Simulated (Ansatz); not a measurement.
Bulk crystal (SiMo3) after relaxation:

Space group Pm-3n (No. 223). a = 4.862 Å, b = 4.862 Å, c = 4.862 Å, α = 90.00°, β = 90.00°, γ = 90.00°
```json
{"atom": "Si", "site": "2a", "symmetry": "m-3.", "x": "0.0000", "y": "0.0000", "z": "0.0000"}
{"atom": "Mo", "site": "6c", "symmetry": "-4m.2", "x": "0.2500", "y": "0.0000", "z": "0.5000"}
```

Miller indices refer to the conventional cell of Pm-3n (No. 223), a = 4.862 Å, b = 4.862 Å, c = 4.862 Å, α = 90.00°, β = 90.00°, γ = 90.00°.

The (111) slab of 15 planes, 9.8 Å thick with 15 Å of vacuum as cut; outer planes Mo (top) and Mo (bottom).

Level of theory: DFT PBEsol, scalar-relativistic, plane waves, PAW in Ansatz. Settings: cutoff 420 eV, Γ-centred mesh 6×6×1 on the computed 31-atom cell, Gaussian smearing of 0.10 eV; no spin polarisation. The cell repeats along c with a dipole correction in the vacuum.

The slab isn't stoichiometric (Si7Mo24), so its surface energy depends on the chemical potentials; it is given with the excess atoms taken from the element's standard state, a limit at which the compound may itself be unstable, so the figure can be too low.

Results for the relaxed slab:

For the relaxed slab, the surface energy with the excess atoms taken from the elements is 3.40 J/m². The work function is 4.04 eV.

Relaxation lowers the energy by 0.406 J/m² a face; the largest move is 0.283 Å.

```tsv
plane (bottom to top)	atoms	spacing to next, bulk (Å)	relaxed (Å)	change (%)
1	Mo3	0.702	0.589	-16.0
2	Si	0.702	0.603	-14.1
3	Mo3	0.702	0.852	+21.4
4	Si	0.702	0.607	-13.6
5	Mo3	0.702	0.664	-5.4
6	Si	0.702	0.742	+5.7
7	Mo3	0.702	0.697	-0.6
8	Si	0.702	0.697	-0.6
9	Mo3	0.702	0.742	+5.7
10	Si	0.702	0.664	-5.4
11	Mo3	0.702	0.607	-13.6
12	Si	0.702	0.852	+21.4
13	Mo3	0.702	0.603	-14.1
14	Si	0.702	0.589	-16.0
15	Mo3
```